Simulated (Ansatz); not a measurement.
The system is KCl (Sylvite).

```
CELL_PARAMETERS angstrom
0.00000 3.14647 3.14647
3.14647 0.00000 3.14647
3.14647 3.14647 0.00000
ATOMIC_POSITIONS crystal
K 0.00000 0.00000 0.00000
Cl 0.50000 0.50000 0.50000
```

Base run:

| Property | Result |
| --- | --- |
| Program | Ansatz 0.2.0 |
| Functional | HSE06 |
| Potentials or basis | all-electron PAW datasets made for the crystal |
| Cutoff | 250 eV (chosen from the basis error) |
| k mesh | 6 × 6 × 6 |
| Occupations | fermi-dirac, width 0.05 eV |
| Spin | no spin polarisation |

Its results: band gap on the k mesh 6.50 eV, direct; pressure 0.4 GPa.

**Question.** The run is repeated on the same cell with these changes: functional from HSE06 to PBEsol; cutoff from 250 eV (chosen from the basis error) to 220 eV (chosen from the basis error). What comes out?

**Answer.** Band gap on the k mesh 5.03 eV, direct; pressure -0.4 GPa.

HSE06 gives the wider gap, since exact exchange removes part of the self-interaction.

